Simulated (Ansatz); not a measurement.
# Si (diamond) under strain

Si (diamond), relaxed with r2SCAN in Ansatz. Space group Fd-3m (No. 227), cubic; a = 5.444 Å in the conventional setting, 20.17 Å³ an atom. Si has 4 Si at 2.36 Å.

The axes x, y and z are those of this cell:
```
CELL_PARAMETERS angstrom
0.00000 2.72212 2.72212
2.72212 0.00000 2.72212
2.72212 2.72212 0.00000
ATOMIC_POSITIONS crystal
Si 0.00000 0.00000 0.00000
Si 0.25000 0.25000 0.25000
```

Unstrained: With PBE the valence top lies at Γ and the conduction bottom at Γ–X (0.84 of the way from Γ), 0.583 eV higher; the smallest vertical gap, at Γ, is 2.557 eV. With r2SCAN the valence top lies at Γ and the conduction bottom at Γ–X (0.84 of the way from Γ), 0.770 eV higher; the smallest vertical gap, at Γ, is 2.739 eV. HSE06 gives an indirect gap of 1.144 eV, from Γ to Γ–X (0.84 of the way from Γ); the least direct gap is 3.312 eV at Γ. Meshes: PBE 8×8×8, r2SCAN 8×8×8, HSE06 6×6×6. Strains are changes of length per length. After each strain the atoms were relaxed again with r2SCAN within the symmetry that the strain leaves, so tilts or polar shifts that break it weren't tested; points keep the names that they have in the unstrained zone. No spin polarisation and no zero-point or thermal motion.

Changes of the least gap in eV (an overlap counts as a negative gap):
```json
{"strain": "uniaxial +4.0 % along x", "volume change (%)": "+4.0", "space group": "I4_1/amd", "PBE": "-0.138", "r2SCAN": "-0.154", "HSE06": "-0.151", "energy rise, r2SCAN (meV/atom)": "16.4"}
{"strain": "isotropic -3.0 % on every length", "volume change (%)": "-8.7", "space group": "Fd-3m", "PBE": "-0.179", "r2SCAN": "-0.174", "HSE06": "-0.177", "energy rise, r2SCAN (meV/atom)": "54.6"}
{"strain": "isotropic +0.5 % on every length", "volume change (%)": "+1.5", "space group": "Fd-3m", "PBE": "+0.027", "r2SCAN": "+0.026", "HSE06": "+0.026", "energy rise, r2SCAN (meV/atom)": "1.3"}
{"strain": "uniaxial -5.0 % along [111]", "volume change (%)": "-5.0", "space group": "R-3m", "PBE": "-0.560", "r2SCAN": "-0.585", "HSE06": "-0.586", "energy rise, r2SCAN (meV/atom)": "34.2"}
{"strain": "epitaxial -4.0 % in the plane normal to [111], free normal strain +1.85 %", "volume change (%)": "-6.1", "space group": "R-3m", "PBE": "-0.522", "r2SCAN": "-0.540", "HSE06": "-0.541", "energy rise, r2SCAN (meV/atom)": "49.8"}
```

Uniaxial +4.0 % along x, other directions held. HSE06: the gap goes from 1.144 to 0.993 eV (-0.151 eV); the edges go from Γ → Γ–X (0.84) to Γ → Γ–X (0.83); with r2SCAN the top three valence levels at Γ, degenerate before, become 2+1 from the top over 303 meV. Stress change with r2SCAN, compression positive: xx -6.45, yy -2.08, zz -2.08 GPa.

Isotropic -3.0 % on every length. HSE06: the gap goes from 1.144 to 0.967 eV (-0.177 eV); the edges go from Γ → Γ–X (0.84) to Γ → Γ–X (0.85). Stress change with r2SCAN, compression positive: xx +10.72, yy +10.72, zz +10.72 GPa.

Isotropic +0.5 % on every length. HSE06: the gap goes from 1.144 to 1.170 eV (+0.026 eV). Stress change with r2SCAN, compression positive: xx -1.41, yy -1.41, zz -1.41 GPa. For HSE06, dE_g/d ln V = 1.7 eV over this step.

Uniaxial -5.0 % along [111], other directions held. HSE06: the gap goes from 1.144 to 0.558 eV (-0.586 eV); the edges go from Γ → Γ–X (0.84) to Γ → X; with r2SCAN the top three valence levels at Γ, degenerate before, become 1+2 from the top over 523 meV. Stress change with r2SCAN, compression positive: xx +5.48, yy +5.48, zz +5.48, xy +2.84, xz +2.84, yz +2.84 GPa.

Epitaxial -4.0 % in the plane normal to [111], free normal strain +1.85 %. HSE06: the gap goes from 1.144 to 0.603 eV (-0.541 eV); the edges go from Γ → Γ–X (0.84) to Γ → X; with r2SCAN the top three valence levels at Γ, degenerate before, become 2+1 from the top over 709 meV. Stress change with r2SCAN, compression positive: xx +6.94, yy +6.94, zz +6.94, xy -3.47, xz -3.47, yz -3.47 GPa.

Where an edge lies off the special points, it is a point of the mesh or the k point where a search put PBE's edge or least direct gap, reused for the other functionals, whose own edges may lie a little apart.

The meshes of the hybrids are coarse, so their gaps aren't converged to the digits shown.

The splittings at Γ are without spin-orbit coupling, which regroups them where it is of like size or larger.
